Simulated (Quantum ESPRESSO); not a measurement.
Runs of Quantum ESPRESSO 7.5 on Ga. It takes space group I4/mmm (No. 139, tetragonal). The conventional cell has a = 2.769 Å, b = 2.769 Å, c = 4.622 Å, α = 90.00°, β = 90.00°, γ = 90.00°. Ga (site symmetry 4/mmm) has 12 Ga at 2.77 to 3.03 Å as nearest neighbours. This isn't the form of Ga at room conditions, which is orthorhombic.

```tsv
task	level	potentials or basis	cell	cutoff (eV)	ASE optimiser	dispersion computed by	gap on the mesh (eV)	pressure (GPa)	relaxed volume (Å³/atom)
relaxation of cell and atoms	PBEsol+D3(BJ)	GBRV 1.5 PBEsol	relaxed	762	FIRE	-	none	0.0	(a)
relaxation of cell and atoms	PBEsol+D4	GBRV 1.5 PBEsol	relaxed	762	LBFGS	dftd4 4.3.1 through ASE	none	-0.1	16.90
band structure	PBEsol	GBRV 1.5 PBEsol	as given	762	-	-	none	-0.2	-
relaxation of cell and atoms	PBEsol+D3	GBRV 1.5 PBEsol	relaxed	762	LBFGS	-	none	-0.1	17.19
band structure	PBEsol	PseudoDojo 0.4.1 SR PBEsol standard	as given	1088	-	-	none	-0.2	-
```

Alike in all rows: no spin polarisation; k mesh 13 × 13 × 13; smearing fermi-dirac 0.05 eV.

**Question.** Estimate the missing entries.

**Answer.** (a) 16.84.

Caveats: pairwise dispersion overbinds metals, which lowers pressure and volume (some runs).

A k mesh can miss the band edges, and the runs leave out spin-orbit coupling on Ga.

A gap of «none» marks a metal or a gap under the smearing width.

Not every run made on this cell is shown here.
